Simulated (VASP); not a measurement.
# SnTe (Fm-3m) in VASP: notebook

Runs on SnTe. Level: PBE. Tasks: single point.

Everything below comes from runs of VASP 6.6.1. Logs are shortened: lines on timing, memory, paths and dates and some standing lists are left out, and cuts for length are marked.

**Measured values to compare with.**

A printed reference work, textbook reports, for a bulk crystal of SnTe at 300 K: band gap 0.18 eV (direct).

The results are compared with them further down.

## (1) The cell of the first run

Symmetry: Fm-3m, No. 225, cubic system. Conventional cell: a = 6.302 Å, b = 6.302 Å, c = 6.302 Å, α = 90.00°, β = 90.00°, γ = 90.00°. Sn (site symmetry m-3m) has 6 Te at 3.15 Å within 4.1 Å. Within 4.1 Å of Te (site symmetry m-3m) lie 6 Sn at 3.15 Å.

## (2) Single point, PBE

File INCAR:

```
ALGO = Normal
EDIFF = 1E-6
ENCUT = 500
GGA = PE
GGA_COMPAT = False
ISIF = 2
ISMEAR = 0
LASPH = True
LCHARG = False
LREAL = False
LWAVE = False
NBANDS = 17
NELM = 120
PREC = Accurate
SIGMA = 0.01
```

File KPOINTS:

```
k-points
0
Gamma
  6 6 6
```

File POSCAR:

```
SnTe
1.0
    0.0000000000      3.1508500000      3.1508500000
    3.1508500000      0.0000000000      3.1508500000
    3.1508500000      3.1508500000      0.0000000000
Sn Te
1 1
Direct
    0.0000000000      0.0000000000      0.0000000000
    0.5000000000      0.5000000000      0.5000000000
```

Potentials or basis: VASP PAW PBE potentials, release 64 (Sn_d, Te).

Launch:

```bash
> cat potpaw_PBE.64/Sn_d/POTCAR potpaw_PBE.64/Te/POTCAR > POTCAR
> mpirun -np 1 vasp_std > vasp.out
```

OUTCAR:

```text
EDIFF = 1E-6
   ENCUT = 500
   GGA = PE
   ISIF = 2
   ISMEAR = 0
   LASPH = True
   LREAL = False
   NELM = 120
   PREC = Accurate

 ion  position               nearest neighbor table
   1  0.000  0.000  0.000-   2 3.15   2 3.15   2 3.15   2 3.15   2 3.15   2 3.15
   2  0.500  0.500  0.500-   1 3.15   1 3.15   1 3.15   1 3.15   1 3.15   1 3.15

  LATTYP: Found a face centered cubic cell.
 ALAT       =     6.3017000000

  Lattice vectors:

 A1 = (   0.0000000000,   3.1508500000,   3.1508500000)
 A2 = (   3.1508500000,   0.0000000000,   3.1508500000)
 A3 = (   3.1508500000,   3.1508500000,   0.0000000000)

Analysis of symmetry for initial positions (statically):
=====================================================================
 Subroutine PRICEL returns:
 Original cell was already a primitive cell.

 Routine SETGRP: Setting up the symmetry group for a
 face centered cubic supercell.

 Subroutine GETGRP returns: Found 48 space group operations
 (whereof 48 operations were pure point group operations)
 out of a pool of 48 trial point group operations.

The static configuration has the point symmetry O_h .

Analysis of symmetry for dynamics (positions and initial velocities):
=====================================================================
 Subroutine PRICEL returns:
 Original cell was already a primitive cell.

 Routine SETGRP: Setting up the symmetry group for a
 face centered cubic supercell.

 Subroutine GETGRP returns: Found 48 space group operations
 (whereof 48 operations were pure point group operations)
 out of a pool of 48 trial point group operations.

The dynamic configuration has the point symmetry O_h .

 Subroutine INISYM returns: Found 48 space group operations
 (whereof 48 operations are pure point group operations),
 and found     1 'primitive' translations

----------------------------------------------------------------------------------------

                                     Primitive cell

  volume of cell :      62.5624

  direct lattice vectors                    reciprocal lattice vectors
     0.000000000  3.150850000  3.150850000    -0.158687338  0.158687338  0.158687338
     3.150850000  0.000000000  3.150850000     0.158687338 -0.158687338  0.158687338
     3.150850000  3.150850000  0.000000000     0.158687338  0.158687338 -0.158687338

  length of vectors
     4.455974803  4.455974803  4.455974803     0.274854533  0.274854533  0.274854533

  position of ions in fractional coordinates (direct lattice)
     0.000000000  0.000000000  0.000000000
     0.500000000  0.500000000  0.500000000

  ion indices of the primitive-cell ions
   primitive index   ion index
                 1           1
                 2           2

----------------------------------------------------------------------------------------

 KPOINTS: k-points

Automatic generation of k-mesh.
 Grid dimensions read from file:
 generate k-points for:    6    6    6

 Generating k-lattice:

  Cartesian coordinates                     Fractional coordinates (reciprocal lattice)
    -0.026447890  0.026447890  0.026447890     0.166666667  0.000000000  0.000000000
     0.026447890 -0.026447890  0.026447890     0.000000000  0.166666667  0.000000000
     0.026447890  0.026447890 -0.026447890     0.000000000  0.000000000  0.166666667

  Length of vectors
     0.045809089  0.045809089  0.045809089

  Shift w.r.t. Gamma in fractional coordinates (k-lattice)
     0.000000000  0.000000000  0.000000000

 Subroutine IBZKPT returns following result:
 ===========================================

 Found     16 irreducible k-points:

 Following reciprocal coordinates:
            Coordinates               Weight
  0.000000  0.000000  0.000000      1.000000
  0.166667  0.000000  0.000000      8.000000
  0.333333  0.000000  0.000000      8.000000
  0.500000  0.000000  0.000000      4.000000
  0.166667  0.166667  0.000000      6.000000
  0.333333  0.166667  0.000000     24.000000
[... 8 lines left out ...]
 -0.333333  0.333333  0.166667     24.000000
 -0.333333  0.500000  0.166667     12.000000
   k-points           NKPTS =     16   k-points in BZ     NKDIM =     16   number of bands    NBANDS=     17
   number of dos      NEDOS =    301   number of ions     NIONS =      2
   total plane-waves  NPLWV =  32768
   dimension x,y,z NGX =    32 NGY =   32 NGZ =   32
   dimension x,y,z NGXF=    64 NGYF=   64 NGZF=   64
   ions per type =               1   1
   NGX,Y,Z   is equivalent  to a cutoff of  11.94, 11.94, 11.94 a.u.
   NGXF,Y,Z  is equivalent  to a cutoff of  23.88, 23.88, 23.88 a.u.
 SYSTEM =  unknown system
   PREC   = accura    normal or accurate (medium, high low for compatibility)
   ISTART =      0    job   : 0-new  1-cont  2-samecut
   ICHARG =      2    charge: 1-file 2-atom 10-const
   ISPIN  =      1    spin polarized calculation?
   LNONCOLLINEAR =      F non collinear calculations
   LSORBIT =      F    spin-orbit coupling
   LASPH  =      T    aspherical Exc in radial PAW
   ENCUT  =  500.0 eV  36.75 Ry    6.06 a.u.   8.12  8.12  8.12*2*pi/ulx,y,z
   NELM   =    120;   NELMIN=  2; NELMDL= -5     # of ELM steps
   EDIFF  = 0.1E-05   stopping-criterion for ELM
   LREAL  =      F    real-space projection
   EDIFFG = 0.1E-04   stopping-criterion for IOM
   NSW    =      0    number of steps for IOM
   IBRION =     -1    ionic relax: 0-MD 1-quasi-New 2-CG
   NFREE  =      0    steps in history (QN), initial steepest desc. (CG)
   ISIF   =      2    stress and relaxation
   ISYM   =      2    0-nonsym 1-usesym 2-fastsym
   POTIM  = 0.5000    time-step for ionic-motion
   TEBEG  =    0.0;   TEEND  =   0.0 temperature during run
   PSTRESS=    0.0 pullay stress
   NELECT =      20.0000    total number of electrons
   NUPDOWN=      -1.0000    fix difference up-down
   EMIN   =  10.00;   EMAX   =-10.00  energy-range for DOS
   EFERMI =   0.00;   METHOD = LEGACY
   ISMEAR =     0;   SIGMA  =   0.01  broadening in eV -4-tet -1-fermi 0-gaus
   EFERMI_NEDOS =   21; number of points for ismear=-14 and -15
   IALGO  =     38    algorithm
   IMIX   =      4    mixing-type and parameters
     AMIX     =   0.40;   BMIX     =  1.00
     AMIX_MAG =   1.60;   BMIX_MAG =  1.00
  volume/ion in A,a.u.               =      31.28       211.10
  Fermi-wavevector in a.u.,A,eV,Ry     =   1.119387  2.115336 17.048485  1.253028
  Thomas-Fermi vector in A             =   2.256026
   LORBIT       =      0    0 simple, 1 ext, 2 COOP (PROOUT), +10 PAW based schemes
   GGA     = PE    functional components
   LHFCALC =     F    Hartree Fock is set to
   AEXX    =    0.0000 exact exchange contribution
   IVDW    =     0    specifies the selected vdW correction
   LEPSILON=     F    determine dielectric tensor
   LRPA    =     F    only Hartree local field effects (RPA)
 non-spin polarized calculation
 Gauss-broadening in eV      SIGMA  =   0.01
  energy-cutoff  :      500.00
  volume of cell :       62.56
 maximum number of plane-waves:      1639
   NGX = 17   NGY = 17   NGZ = 17

 number of electron      20.0000011 magnetization

 Free energy of the ion-electron system (eV)
  ---------------------------------------------------
  ext. energy  EPLUGINS =         0.00000000
  ---------------------------------------------------
  free energy    TOTEN  =        -7.54236898 eV

  energy without entropy =       -7.54236898  energy(sigma->0) =       -7.54236898

 E-fermi :   7.0127     XC(G=0):  -9.5000

 val. band max:        6.9632810056   @ k =   0.5000   0.0000   0.0000
 cond. band min:       7.0601546630   @ k =   0.5000   0.0000   0.0000
 fundamental gap:      0.0968736574
 Fermi energy:         7.0127194859

 k-point     1 :       0.0000    0.0000    0.0000
  band No.  band energies     occupation
      1     -14.9636      2.00000
      2     -14.9636      2.00000
      3     -14.9574      2.00000
      4     -14.9574      2.00000
      5     -14.9574      2.00000
      6      -5.8516      2.00000
[... 9 lines left out ...]
     16      11.7039      0.00000
     17      13.7793      0.00000

 k-point     2 :       0.1667    0.0000    0.0000
  band No.  band energies     occupation
      1     -14.9647      2.00000
      2     -14.9647      2.00000
      3     -14.9569      2.00000
      4     -14.9558      2.00000
      5     -14.9558      2.00000
      6      -5.6202      2.00000
[... 9 lines left out ...]
     16      12.2625      0.00000
     17      15.3638      0.00000

 k-point     3 :       0.3333    0.0000    0.0000
  band No.  band energies     occupation
      1     -14.9673      2.00000
      2     -14.9673      2.00000
      3     -14.9561      2.00000
      4     -14.9523      2.00000
      5     -14.9523      2.00000
      6      -5.0176      2.00000
[... 9 lines left out ...]
     16      13.7840      0.00000
     17      17.6554      0.00000

 k-point     4 :       0.5000    0.0000    0.0000
  band No.  band energies     occupation
      1     -14.9687      2.00000
      2     -14.9687      2.00000
      3     -14.9557      2.00000
      4     -14.9504      2.00000
      5     -14.9504      2.00000
      6      -4.5696      2.00000
[... 9 lines left out ...]
     16      15.7955      0.00000
     17      15.7955      0.00000

 k-point     5 :       0.1667    0.1667    0.0000
  band No.  band energies     occupation
      1     -14.9674      2.00000
      2     -14.9624      2.00000
      3     -14.9583      2.00000
      4     -14.9547      2.00000
      5     -14.9547      2.00000
      6      -5.5446      2.00000
[... 9 lines left out ...]
     16      13.1352      0.00000
     17      14.1232      0.00000

 k-point     6 :       0.3333    0.1667    0.0000
  band No.  band energies     occupation
      1     -14.9706      2.00000
      2     -14.9633      2.00000
      3     -14.9578      2.00000
      4     -14.9524      2.00000
      5     -14.9515      2.00000
      6      -5.0663      2.00000
[... 9 lines left out ...]
     16      14.6296      0.00000
     17      16.0098      0.00000

 k-point     7 :       0.5000    0.1667    0.0000
  band No.  band energies     occupation
      1     -14.9715      2.00000
      2     -14.9661      2.00000
      3     -14.9555      2.00000
      4     -14.9514      2.00000
      5     -14.9496      2.00000
      6      -4.5105      2.00000
[... 9 lines left out ...]
     16      15.8870      0.00000
     17      16.4080      0.00000

 k-point     8 :      -0.3333    0.1667    0.0000
  band No.  band energies     occupation
      1     -14.9690      2.00000
      2     -14.9676      2.00000
      3     -14.9548      2.00000
      4     -14.9515      2.00000
      5     -14.9514      2.00000
      6      -4.6592      2.00000
[... 9 lines left out ...]
     16      15.0860      0.00000
     17      16.7998      0.00000

 k-point     9 :      -0.1667    0.1667    0.0000
  band No.  band energies     occupation
      1     -14.9669      2.00000
      2     -14.9655      2.00000
      3     -14.9564      2.00000
      4     -14.9545      2.00000
      5     -14.9529      2.00000
      6      -5.2616      2.00000
[... 9 lines left out ...]
     16      14.3986      0.00000
     17      14.7929      0.00000

 k-point    10 :       0.3333    0.3333    0.0000
  band No.  band energies     occupation
      1     -14.9761      2.00000
      2     -14.9602      2.00000
      3     -14.9600      2.00000
      4     -14.9493      2.00000
      5     -14.9493      2.00000
      6      -4.7761      2.00000
[... 9 lines left out ...]
     16      15.9473      0.00000
     17      16.2001      0.00000

 k-point    11 :       0.5000    0.3333    0.0000
  band No.  band energies     occupation
      1     -14.9776      2.00000
      2     -14.9611      2.00000
      3     -14.9591      2.00000
      4     -14.9485      2.00000
      5     -14.9478      2.00000
      6      -4.3613      2.00000
[... 9 lines left out ...]
     16      16.4823      0.00000
     17      17.0506      0.00000

 k-point    12 :      -0.3333    0.3333    0.0000
  band No.  band energies     occupation
      1     -14.9739      2.00000
      2     -14.9646      2.00000
      3     -14.9551      2.00000
      4     -14.9510      2.00000
      5     -14.9491      2.00000
      6      -4.2867      2.00000
[... 9 lines left out ...]
     16      14.5998      0.00000
     17      16.9113      0.00000

 k-point    13 :       0.5000    0.5000    0.0000
  band No.  band energies     occupation
      1     -14.9810      2.00000
      2     -14.9611      2.00000
      3     -14.9589      2.00000
      4     -14.9465      2.00000
      5     -14.9465      2.00000
      6      -4.2681      2.00000
[... 9 lines left out ...]
     16      17.5290      0.00000
     17      18.0632      0.00000

 k-point    14 :       0.5000    0.3333    0.1667
  band No.  band energies     occupation
      1     -14.9733      2.00000
      2     -14.9637      2.00000
      3     -14.9570      2.00000
      4     -14.9509      2.00000
      5     -14.9495      2.00000
      6      -4.5924      2.00000
[... 9 lines left out ...]
     16      15.3211      0.00000
     17      15.9846      0.00000

 k-point    15 :      -0.3333    0.3333    0.1667
  band No.  band energies     occupation
      1     -14.9737      2.00000
      2     -14.9648      2.00000
      3     -14.9541      2.00000
      4     -14.9532      2.00000
      5     -14.9480      2.00000
      6      -4.2862      2.00000
[... 9 lines left out ...]
     16      16.8217      0.00000
     17      16.9304      0.00000

 k-point    16 :      -0.3333    0.5000    0.1667
  band No.  band energies     occupation
      1     -14.9772      2.00000
      2     -14.9621      2.00000
      3     -14.9576      2.00000
      4     -14.9503      2.00000
      5     -14.9465      2.00000
      6      -4.2022      2.00000
[... 9 lines left out ...]
     16      17.0400      0.00000
     17      18.2009      0.00000

------------------------ aborting loop because EDIFF is reached ----------------------------------------

  FORCE on cell =-STRESS in cart. coord.  units (eV):
  Direction    XX          YY          ZZ          XY          YZ          ZX
  --------------------------------------------------------------------------------------
  -------------------------------------------------------------------------------------
  Total        0.8530323      0.8530323      0.8530323      0.0000000      0.0000000     -0.0000000
  in kB       21.8455451     21.8455451     21.8455451      0.0000000      0.0000000     -0.0000000
  external PRESSURE =      21.8455451 kB  Pullay stress =       0.0000000 kB

 VOLUME and BASIS-vectors are now :
 -----------------------------------------------------------------------------
  energy-cutoff  :      500.00
  volume of cell :       62.56
      direct lattice vectors                 reciprocal lattice vectors
     0.000000000  3.150850000  3.150850000    -0.158687338  0.158687338  0.158687338
     3.150850000  0.000000000  3.150850000     0.158687338 -0.158687338  0.158687338
     3.150850000  3.150850000  0.000000000     0.158687338  0.158687338 -0.158687338

 POSITION                                       TOTAL-FORCE (eV/Angst)
 -----------------------------------------------------------------------------------
      0.00000      0.00000      0.00000         0.000000     -0.000000     -0.000000
      3.15085      3.15085      3.15085        -0.000000      0.000000      0.000000
 -----------------------------------------------------------------------------------
    total drift:                                0.000000     -0.000000     -0.000000

  FREE ENERGIE OF THE ION-ELECTRON SYSTEM (eV)
  ---------------------------------------------------
  free  energy   TOTEN  =        -7.5423689803 eV

  energy  without entropy=       -7.5423689803  energy(sigma->0) =       -7.54236898
```

It took 6.3 s on 1 thread of Intel Xeon 6975P-C (Granite Rapids), shared host; peak memory 0.17 GiB.

Results:

| Item | Value |
| --- | --- |
| Free energy | -7.5424 eV |
| Pressure | 2.2 GPa |
| Band gap on the k mesh | 0.10 eV, direct |

Levels at points of the mesh, in eV from the valence-band top:
```
           k point  band 7  band 8  band 9  band 10  band 11  band 12  band 13  band 14
(0.00, 0.00, 0.00)   -4.69   -2.15   -2.15    -2.15     3.34     3.34     3.34     4.74
(0.50, 0.00, 0.00)   -8.35   -1.82   -1.82     0.00     0.10     0.36     0.36     7.77
(0.50, 0.50, 0.00)   -6.48   -5.59   -3.75    -3.75     2.16     4.92     4.92     6.38
```

Caveat: spin-orbit coupling is left out, which moves the levels of the heavy elements.

## (3) Single point, PBE

File INCAR:

```
SYSTEM = SnTe
PREC = Accurate
ENCUT = 500
EDIFF = 1E-6
ISMEAR = 0
SIGMA = 0.01
LREAL = .False.
LASPH = .True.
NELM = 120
ALGO = Normal
ISIF = 2
LWAVE = .False.
LCHARG = .False.
GGA = PE
NBANDS = 17
GGA_COMPAT = .False.
```

File KPOINTS:

```
Automatic mesh
0
Gamma
  6 6 6
  0 0 0
```

POSCAR is that of step 2.

Potentials or basis: VASP PAW PBE potentials, release 64 (Sn_d, Te).

Launch:

```bash
> cat potpaw_PBE.64/Sn_d/POTCAR potpaw_PBE.64/Te/POTCAR > POTCAR
> mpirun -np 1 vasp_std > vasp.out
```

It took 6.2 s on 1 thread of Intel Xeon 6975P-C (Granite Rapids), shared host; peak memory 0.17 GiB.

The run converged. Its results:

```yaml
Free_energy: -7.5424 eV
Pressure: 2.2 GPa
Band_gap_on_the_k_mesh: 0.10 eV, direct
```

Levels at points of the mesh, in eV from the valence-band top:
| k point | band 6 | band 7 | band 8 | band 9 | band 10 | band 11 | band 12 | band 13 | band 14 | band 15 |
| --- | --- | --- | --- | --- | --- | --- | --- | --- | --- | --- |
| (0.00, 0.00, 0.00) | -12.81 | -4.69 | -2.15 | -2.15 | -2.15 | 3.34 | 3.34 | 3.34 | 4.74 | 4.74 |
| (0.50, 0.00, 0.00) | -11.53 | -8.35 | -1.82 | -1.82 | 0.00 | 0.10 | 0.36 | 0.36 | 7.77 | 8.76 |
| (0.50, 0.50, 0.00) | -11.23 | -6.48 | -5.59 | -3.75 | -3.75 | 2.16 | 4.92 | 4.92 | 6.38 | 8.99 |

Caveat: spin-orbit coupling is left out, which moves the levels of the heavy elements.

## (4) Comparison with measurements

Step 2. A measured gap of SnTe is 0.18 eV (direct; 300 K; a printed reference work, textbook); the calculated 0.10 eV misses it by -0.08 eV. Spin-orbit coupling on Sn, Te is left out. The value is that of PBE on a finite k mesh, which can miss the band edges, without temperature or zero-point motion. Semilocal functionals fall short of measured gaps as a rule.

Step 3. Measured gap of SnTe: 0.18 eV (direct; 300 K; a printed reference work, textbook). This calculation gives 0.10 eV (-0.08 eV). Spin-orbit coupling on Sn, Te is left out. The value is that of PBE on a finite k mesh, which can miss the band edges, without temperature or zero-point motion. Semilocal functionals fall short of measured gaps as a rule.
